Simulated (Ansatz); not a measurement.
**ZnSe (Fm-3m): from the listed cell to zero pressure**

Aim: the volume at which the pressure of ZnSe (Fm-3m) vanishes.

Program: Ansatz 0.2.0. Level of theory: DFT r²SCAN, scalar-relativistic, plane waves, PAW, unless a step's input says otherwise. These are calculated values, not measurements.

## Step 1: The starting structure

The structure is cubic, space group Fm-3m (No. 225). The conventional cell has a = 5.431 Å, b = 5.431 Å, c = 5.431 Å, α = 90.00°, β = 90.00°, γ = 90.00°. Se (site symmetry m-3m) has 6 Zn at 2.72 Å as nearest neighbours. Zn (site symmetry m-3m) is surrounded by 6 Se at 2.72 Å.

Structure file:

```cif
data_structure
_symmetry_space_group_name_H-M 'Fm-3m'
_symmetry_Int_Tables_number 225
_cell_length_a 5.4312
_cell_length_b 5.4312
_cell_length_c 5.4312
_cell_angle_alpha 90.000
_cell_angle_beta 90.000
_cell_angle_gamma 90.000
_cell_volume 160.21
loop_
_atom_site_label
_atom_site_type_symbol
_atom_site_symmetry_multiplicity
_atom_site_Wyckoff_symbol
_atom_site_fract_x
_atom_site_fract_y
_atom_site_fract_z
_atom_site_occupancy
Se1 Se 4 a 0.00000 0.00000 0.00000 1
Zn1 Zn 4 b 0.50000 0.00000 0.00000 1
```

## Step 2: First run, at the start cell

input.yaml reads:

```yaml
crystal:
  lattice:
    - [0.0, 2.71558512, 2.71558512]
    - [2.71558512, 0.0, 2.71558512]
    - [2.71558512, 2.71558512, 0.0]
  atoms:
    - { symbol: Se, position: [0.0, 0.0, 0.0] }
    - { symbol: Zn, position: [0.5, 0.5, 0.5] }
basis:
  ecutwfc: 420
  ecutrho_ratio: 4
kpoints:
  mp_grid: { grid: [6, 6, 6] }
hamiltonian:
  xc: pbe
scf:
  occupations: { method: gaussian, width: 0.05 }
output:
  forces: true
  stress: true
  eigenvalues: true
```

On the command line:

```bash
$ ansatz run input.yaml --threads 1 --pin off --max-ram 2560MiB --backend cpu --events-out ev --progress --plain --runs-dir out
```

The log of the run (excerpt; [...] marks lines left out):

```text
Warning: RAYON_NUM_THREADS=1 ignored (pool sized by the plan → 1); use --threads N
[...]
Pseudopotentials: kind: paw
Pseudopotential: Se, paw, valence charge 16, recommended cutoff 420 eV (normal), Se.paw.azcp
Pseudopotential: Zn, paw, valence charge 12, recommended cutoff 420 eV (normal), Zn.paw.azcp
Functional definition: PBE
[...]
Crystal: 2 atoms, lattice volume = 40.052 Å³
Basis set: ecut = 420 eV, 749 PW (Γ), exchange–correlation on 54×54×54 points (8 copies of the dense FFT grid, shifted against one another)
Bands: 18, of which v1, the nominal top of the filled ones, is band 14 counted from 1 (13 counted from 0)
Symmetry: 48 space group operations
Space group: Fm-3m (ITA 225), of the structure as read, at distance tolerance 3.4e-5 Å
k-points: 16 of 216
[...]
SCF iter   1: F=—  HF=-8788.898209 eV  |F-HF|=—  |Δ(HF+E_count)|=         —  Δρ=2.07e-3  dr2=1.53e-3  ethr=1.77e-3  ⟨swp⟩=5.6  Hψ=1395  notcnv=0
[...]
SCF iter   6: F=-8788.898008 eV  HF=-8788.898008 eV  |F-HF|=1.58e-8  |Δ(HF+E_count)|=   2.88e-7  Δρ=6.03e-6  dr2=6.48e-9  ethr=3.57e-10  ⟨swp⟩=5.9  Hψ=1365  notcnv=0
[...]
SCF converged after 6 iterations
Free energy (F): -8788.898008 eV
[...]
E sigma→0 (E₀):  -8788.897384 eV
Entropy (-TS):   -0.001248 eV (-0.624 meV/atom)
Fermi energy:    8.720019 eV
[...]
--- Forces (eV/Å), atoms counted from 1 ---
  atom   1  Se    -0.00000000     0.00000000     0.00000000
  atom   2  Zn     0.00000000    -0.00000000     0.00000000
[...]
--- Stress (GPa, compression-positive) ---
       -2.181545      -0.000000      -0.000000
        0.000000      -2.181545      -0.000000
        0.000000       0.000000      -2.181545
  P = ⅓ Tr σ = -2.1815 GPa (-21.815 kbar)
--- Band table (eV; the first three rows and the last of 16) ---
  k-point 0: bands = ["-38.2860", "-38.2860", "-38.2832", "-38.2832", "-38.2832", "-4.8750", "2.1125", "2.1125", "2.1297", "2.1297", "2.1297", "8.2357", "8.2357", "8.2357", "9.1511", "17.2458", "17.2458", "17.2458"]
[...]
```

It took 1 s on 1 thread of Intel Xeon at 2.70GHz, shared host; peak memory 0.32 GiB.

Read off: volume 20.026 Å³/atom, pressure -2.18 GPa, no gap.

## Step 3: Volume adjusted, run 2

input.yaml: that of step 2 with these lines changed.

```diff
@@ -2,5 +2,5 @@
   lattice:
-    - [0.0, 2.71558512, 2.71558512]
-    - [2.71558512, 0.0, 2.71558512]
-    - [2.71558512, 2.71558512, 0.0]
+    - [0.0, 2.7023559504, 2.7023559504]
+    - [2.7023559504, 0.0, 2.7023559504]
+    - [2.7023559504, 2.7023559504, 0.0]
   atoms:
```

On the command line:

```bash
$ ansatz run input.yaml --threads 1 --pin off --max-ram 2560MiB --backend cpu --events-out ev --progress --plain --runs-dir out
```

The log of the run (excerpt; [...] marks lines left out):

```text
Warning: RAYON_NUM_THREADS=1 ignored (pool sized by the plan → 1); use --threads N
[...]
[... 4 set-up lines as earlier in the session ...]
[...]
Crystal: 2 atoms, lattice volume = 39.469 Å³
Basis set: ecut = 420 eV, 749 PW (Γ), exchange–correlation on 54×54×54 points (8 copies of the dense FFT grid, shifted against one another)
Bands: 18, of which v1, the nominal top of the filled ones, is band 14 counted from 1 (13 counted from 0)
[... 2 set-up lines as earlier in the session ...]
k-points: 16 of 216
[...]
SCF iter   1: F=—  HF=-8788.904307 eV  |F-HF|=—  |Δ(HF+E_count)|=         —  Δρ=2.11e-3  dr2=1.63e-3  ethr=1.77e-3  ⟨swp⟩=5.8  Hψ=1394  notcnv=0
[...]
SCF iter   6: F=-8788.904294 eV  HF=-8788.904294 eV  |F-HF|=1.50e-8  |Δ(HF+E_count)|=   2.76e-7  Δρ=5.88e-6  dr2=6.07e-9  ethr=3.57e-10  ⟨swp⟩=5.9  Hψ=1373  notcnv=0
[...]
SCF converged after 6 iterations
Free energy (F): -8788.904294 eV
[...]
E sigma→0 (E₀):  -8788.903670 eV
Entropy (-TS):   -0.001248 eV (-0.624 meV/atom)
Fermi energy:    8.943363 eV
[...]
--- Forces (eV/Å), atoms counted from 1 ---
  atom   1  Se    -0.00000000     0.00000000    -0.00000000
  atom   2  Zn     0.00000000    -0.00000000    -0.00000000
[...]
--- Stress (GPa, compression-positive) ---
       -1.267559       0.000000       0.000000
        0.000000      -1.267559       0.000000
        0.000000      -0.000000      -1.267559
  P = ⅓ Tr σ = -1.2676 GPa (-12.676 kbar)
--- Band table (eV; the first three rows and the last of 16) ---
  k-point 0: bands = ["-38.0879", "-38.0879", "-38.0849", "-38.0849", "-38.0849", "-4.7535", "2.3061", "2.3061", "2.3236", "2.3236", "2.3236", "8.4434", "8.4434", "8.4434", "9.4540", "17.4702", "17.4702", "17.4702"]
[...]
```

Wall time 0.99 s (1 thread of Intel Xeon at 2.70GHz, shared host); peak memory 0.32 GiB.

In short: volume 19.735 Å³/atom, pressure -1.27 GPa, metallic.

## Step 4: A new volume, run 3

input.yaml: that of step 3 with these lines changed.

```diff
@@ -2,5 +2,5 @@
   lattice:
-    - [0.0, 2.7023559504, 2.7023559504]
-    - [2.7023559504, 0.0, 2.7023559504]
-    - [2.7023559504, 2.7023559504, 0.0]
+    - [0.0, 2.6854375469, 2.6854375469]
+    - [2.6854375469, 0.0, 2.6854375469]
+    - [2.6854375469, 2.6854375469, 0.0]
   atoms:
```

On the command line:

```bash
$ ansatz run input.yaml --threads 1 --pin off --max-ram 2560MiB --backend cpu --events-out ev --progress --plain --runs-dir out
```

The log of the run (excerpt; [...] marks lines left out):

```text
Warning: RAYON_NUM_THREADS=1 ignored (pool sized by the plan → 1); use --threads N
[...]
[... 4 set-up lines as earlier in the session ...]
[...]
Crystal: 2 atoms, lattice volume = 38.732 Å³
Basis set: ecut = 420 eV, 749 PW (Γ), exchange–correlation on 54×54×54 points (8 copies of the dense FFT grid, shifted against one another)
Bands: 18, of which v1, the nominal top of the filled ones, is band 14 counted from 1 (13 counted from 0)
[... 2 set-up lines as earlier in the session ...]
k-points: 16 of 216
[...]
SCF iter   1: F=—  HF=-8788.907429 eV  |F-HF|=—  |Δ(HF+E_count)|=         —  Δρ=2.16e-3  dr2=1.70e-3  ethr=1.77e-3  ⟨swp⟩=5.6  Hψ=1367  notcnv=0
[...]
SCF iter   6: F=-8788.907212 eV  HF=-8788.907212 eV  |F-HF|=1.79e-8  |Δ(HF+E_count)|=   3.22e-7  Δρ=6.01e-6  dr2=5.70e-9  ethr=3.57e-10  ⟨swp⟩=5.7  Hψ=1376  notcnv=0
[...]
SCF converged after 6 iterations
Free energy (F): -8788.907212 eV
[...]
E sigma→0 (E₀):  -8788.906588 eV
Entropy (-TS):   -0.001248 eV (-0.624 meV/atom)
Fermi energy:    9.235865 eV
[...]
--- Forces (eV/Å), atoms counted from 1 ---
  atom   1  Se    -0.00000000    -0.00000000    -0.00000000
  atom   2  Zn     0.00000000     0.00000000     0.00000000
[...]
--- Stress (GPa, compression-positive) ---
        0.005703       0.000000       0.000000
       -0.000000       0.005703      -0.000000
        0.000000      -0.000000       0.005703
  P = ⅓ Tr σ = 0.0057 GPa (0.057 kbar)
--- Band table (eV; the first three rows and the last of 16) ---
  k-point 0: bands = ["-37.8291", "-37.8291", "-37.8259", "-37.8259", "-37.8259", "-4.5958", "2.5581", "2.5581", "2.5759", "2.5759", "2.5759", "8.7152", "8.7152", "8.7152", "9.8518", "17.7635", "17.7635", "17.7635"]
[...]
```

It took 1.1 s on 1 thread of Intel Xeon at 2.70GHz, shared host; peak memory 0.32 GiB.

Result: volume 19.366 Å³/atom, pressure 0.01 GPa, no gap.

## Step 5: Another level, run 4

input.yaml: that of step 4 with these lines changed.

```diff
@@ -9,8 +9,8 @@
 basis:
-  ecutwfc: 420
+  ecutwfc: 500
   ecutrho_ratio: 4
 kpoints:
-  mp_grid: { grid: [6, 6, 6] }
+  mp_grid: { grid: [12, 12, 12] }
 hamiltonian:
-  xc: pbe
+  xc: r2scan
 scf:
```

On the command line:

```bash
$ ansatz run input.yaml --threads 1 --pin off --max-ram 2560MiB --backend cpu --events-out ev --progress --plain --runs-dir out
```

The log of the run (excerpt; [...] marks lines left out):

```text
Warning: RAYON_NUM_THREADS=1 ignored (pool sized by the plan → 1); use --threads N
[...]
[... 1 set-up line as earlier in the session ...]
Pseudopotential: Se, paw, valence charge 16, recommended cutoff 500 eV (meta_gga), Se.paw.azcp
Pseudopotential: Zn, paw, valence charge 12, recommended cutoff 500 eV (meta_gga), Zn.paw.azcp
Functional definition: r2SCAN
[...]
Crystal: 2 atoms, lattice volume = 38.732 Å³
Basis set: ecut = 500 eV, 941 PW (Γ), exchange–correlation on 120×120×120 points (64 copies of the dense FFT grid, shifted against one another)
Bands: 18, of which v1, the nominal top of the filled ones, is band 14 counted from 1 (13 counted from 0)
[... 2 set-up lines as earlier in the session ...]
k-points: 72 of 1728
[...]
SCF iter   1: F=—  HF=-8804.854909 eV  |F-HF|=—  |Δ(HF+E_count)|=         —  Δρ=1.74e-2  dr2=5.95e-2  dr2_τ=4.50e-3  ethr=1.77e-3  ⟨swp⟩=5.6  Hψ=6482  notcnv=0
[...]
SCF iter   8: F=-8804.852230 eV  HF=-8804.852230 eV  |F-HF|=7.29e-9  |Δ(HF+E_count)|=   1.45e-7  Δρ=5.63e-6  dr2=1.53e-8  dr2_τ=2.55e-10  ethr=3.57e-10  ⟨swp⟩=3.1  Hψ=4989  notcnv=0
[...]
SCF converged after 8 iterations
Free energy (F): -8804.852230 eV
[...]
E sigma→0 (E₀):  -8804.851596 eV
Entropy (-TS):   -0.001267 eV (-0.634 meV/atom)
Fermi energy:    8.870113 eV
[...]
--- Forces (eV/Å), atoms counted from 1 ---
  atom   1  Se    -0.00000000    -0.00000000    -0.00000000
  atom   2  Zn     0.00000000    -0.00000000    -0.00000000
[...]
--- Stress (GPa, compression-positive) ---
       -2.324516       0.000000      -0.000000
        0.000000      -2.324516      -0.000000
        0.000000       0.000000      -2.324516
  P = ⅓ Tr σ = -2.3245 GPa (-23.245 kbar)
--- Band table (eV; the first three rows and the last of 72) ---
  k-point 0: bands = ["-38.8095", "-38.8095", "-38.8041", "-38.8041", "-38.8041", "-5.3313", "2.0928", "2.0928", "2.1213", "2.1213", "2.1213", "8.4090", "8.4090", "8.4090", "10.2544", "18.0324", "18.0324", "18.0324"]
[...]
```

Run time: 6.3 s. Hardware: 1 thread of Intel Xeon at 2.70GHz, shared host; peak memory 0.5 GiB.

Result: volume 19.366 Å³/atom, pressure -2.32 GPa, metallic.

## Step 6: A new volume, run 5

input.yaml: that of step 5 with these lines changed.

```diff
@@ -2,5 +2,5 @@
   lattice:
-    - [0.0, 2.6854375469, 2.6854375469]
-    - [2.6854375469, 0.0, 2.6854375469]
-    - [2.6854375469, 2.6854375469, 0.0]
+    - [0.0, 2.6714933975, 2.6714933975]
+    - [2.6714933975, 0.0, 2.6714933975]
+    - [2.6714933975, 2.6714933975, 0.0]
   atoms:
```

On the command line:

```bash
$ ansatz run input.yaml --threads 1 --pin off --max-ram 2560MiB --backend cpu --events-out ev --progress --plain --runs-dir out
```

The log of the run (excerpt; [...] marks lines left out):

```text
Warning: RAYON_NUM_THREADS=1 ignored (pool sized by the plan → 1); use --threads N
[...]
[... 4 set-up lines as earlier in the session ...]
[...]
Crystal: 2 atoms, lattice volume = 38.132 Å³
Basis set: ecut = 500 eV, 941 PW (Γ), exchange–correlation on 120×120×120 points (64 copies of the dense FFT grid, shifted against one another)
Bands: 18, of which v1, the nominal top of the filled ones, is band 14 counted from 1 (13 counted from 0)
[... 2 set-up lines as earlier in the session ...]
k-points: 72 of 1728
[...]
SCF iter   1: F=—  HF=-8804.860143 eV  |F-HF|=—  |Δ(HF+E_count)|=         —  Δρ=1.75e-2  dr2=5.91e-2  dr2_τ=4.70e-3  ethr=1.77e-3  ⟨swp⟩=5.6  Hψ=6448  notcnv=0
[...]
SCF iter   8: F=-8804.858840 eV  HF=-8804.858840 eV  |F-HF|=1.31e-8  |Δ(HF+E_count)|=   1.68e-7  Δρ=7.19e-6  dr2=2.66e-8  dr2_τ=2.56e-10  ethr=3.57e-10  ⟨swp⟩=3.0  Hψ=5009  notcnv=0
[...]
SCF converged after 8 iterations
Free energy (F): -8804.858840 eV
[...]
E sigma→0 (E₀):  -8804.858211 eV
Entropy (-TS):   -0.001257 eV (-0.629 meV/atom)
Fermi energy:    9.114896 eV
[...]
--- Forces (eV/Å), atoms counted from 1 ---
  atom   1  Se    -0.00000000     0.00000000     0.00000000
  atom   2  Zn     0.00000000    -0.00000000    -0.00000000
[...]
--- Stress (GPa, compression-positive) ---
       -1.187971       0.000000       0.000000
        0.000000      -1.187971      -0.000000
       -0.000000      -0.000000      -1.187971
  P = ⅓ Tr σ = -1.1880 GPa (-11.880 kbar)
--- Band table (eV; the first three rows and the last of 72) ---
  k-point 0: bands = ["-38.5936", "-38.5936", "-38.5880", "-38.5880", "-38.5880", "-5.2033", "2.3071", "2.3071", "2.3364", "2.3364", "2.3364", "8.6368", "8.6368", "8.6368", "10.5992", "18.2798", "18.2798", "18.2798"]
[...]
```

It took 5.7 s on 1 thread of Intel Xeon at 2.70GHz, shared host; peak memory 0.5 GiB.

This gives: volume 19.066 Å³/atom, pressure -1.19 GPa, a metal on this mesh.

## Step 7: Next volume, run 6

input.yaml: that of step 6 with these lines changed.

```diff
@@ -2,5 +2,5 @@
   lattice:
-    - [0.0, 2.6714933975, 2.6714933975]
-    - [2.6714933975, 0.0, 2.6714933975]
-    - [2.6714933975, 2.6714933975, 0.0]
+    - [0.0, 2.6579652406, 2.6579652406]
+    - [2.6579652406, 0.0, 2.6579652406]
+    - [2.6579652406, 2.6579652406, 0.0]
   atoms:
```

On the command line:

```bash
$ ansatz run input.yaml --threads 1 --pin off --max-ram 2560MiB --backend cpu --events-out ev --progress --plain --runs-dir out
```

The log of the run (excerpt; [...] marks lines left out):

```text
Warning: RAYON_NUM_THREADS=1 ignored (pool sized by the plan → 1); use --threads N
[...]
[... 4 set-up lines as earlier in the session ...]
[...]
Crystal: 2 atoms, lattice volume = 37.556 Å³
Basis set: ecut = 500 eV, 941 PW (Γ), exchange–correlation on 120×120×120 points (64 copies of the dense FFT grid, shifted against one another)
Bands: 18, of which v1, the nominal top of the filled ones, is band 14 counted from 1 (13 counted from 0)
[... 1 set-up line as earlier in the session ...]
Space group: Fm-3m (ITA 225), of the structure as read, at distance tolerance 3.3e-5 Å
k-points: 72 of 1728
[...]
SCF iter   1: F=—  HF=-8804.860992 eV  |F-HF|=—  |Δ(HF+E_count)|=         —  Δρ=1.75e-2  dr2=5.81e-2  dr2_τ=4.91e-3  ethr=1.77e-3  ⟨swp⟩=5.6  Hψ=6461  notcnv=0
[...]
SCF iter   8: F=-8804.861006 eV  HF=-8804.861006 eV  |F-HF|=1.77e-8  |Δ(HF+E_count)|=   1.79e-7  Δρ=8.87e-6  dr2=3.82e-8  dr2_τ=2.64e-10  ethr=3.57e-10  ⟨swp⟩=3.0  Hψ=4973  notcnv=0
[...]
SCF converged after 8 iterations
Free energy (F): -8804.861006 eV
[...]
E sigma→0 (E₀):  -8804.860383 eV
Entropy (-TS):   -0.001245 eV (-0.623 meV/atom)
Fermi energy:    9.357606 eV
[...]
--- Forces (eV/Å), atoms counted from 1 ---
  atom   1  Se    -0.00000000     0.00000000    -0.00000000
  atom   2  Zn     0.00000000    -0.00000000     0.00000000
[...]
--- Stress (GPa, compression-positive) ---
        0.001832      -0.000000       0.000000
        0.000000       0.001832       0.000000
       -0.000000       0.000000       0.001832
  P = ⅓ Tr σ = 0.0018 GPa (0.018 kbar)
--- Band table (eV; the first three rows and the last of 72) ---
  k-point 0: bands = ["-38.3802", "-38.3802", "-38.3743", "-38.3743", "-38.3743", "-5.0773", "2.5182", "2.5182", "2.5483", "2.5483", "2.5483", "8.8626", "8.8626", "8.8626", "10.9419", "18.5246", "18.5246", "18.5246"]
[...]
```

It took 6.2 s on 1 thread of Intel Xeon at 2.70GHz, shared host; peak memory 0.5 GiB.

This gives: volume 18.778 Å³/atom, pressure 0.00 GPa, a metal on this mesh.

## Step 8: The runs together

```
run  functional  volume (Å³/atom)  pressure (GPa)  energy from the first of its functional (meV/atom)    k mesh
  1         PBE            20.026           -2.18                                                 0.0     6×6×6
  2         PBE            19.735           -1.27                                                -3.1     6×6×6
  3         PBE            19.366            0.01                                                -4.6     6×6×6
  4      r2SCAN            19.366           -2.32                                                 0.0  12×12×12
  5      r2SCAN            19.066           -1.19                                                -3.3  12×12×12
  6      r2SCAN            18.778            0.00                                                -4.4  12×12×12
```

The functional changes along the chain: a cheaper one finds the volume first.

## Step 9: What came out

| quantity | value |
| --- | --- |
| volume | 18.778 Å³/atom |
| pressure | 0.00 GPa |
| conventional cell | a = 5.316 Å, b = 5.316 Å, c = 5.316 Å, α = 90.00°, β = 90.00°, γ = 90.00° |
| gap on the mesh | none (metal) |

In words: The volume went from 20.03 to 18.78 Å³/atom (-6.2 %), where 0.00 GPa is left.
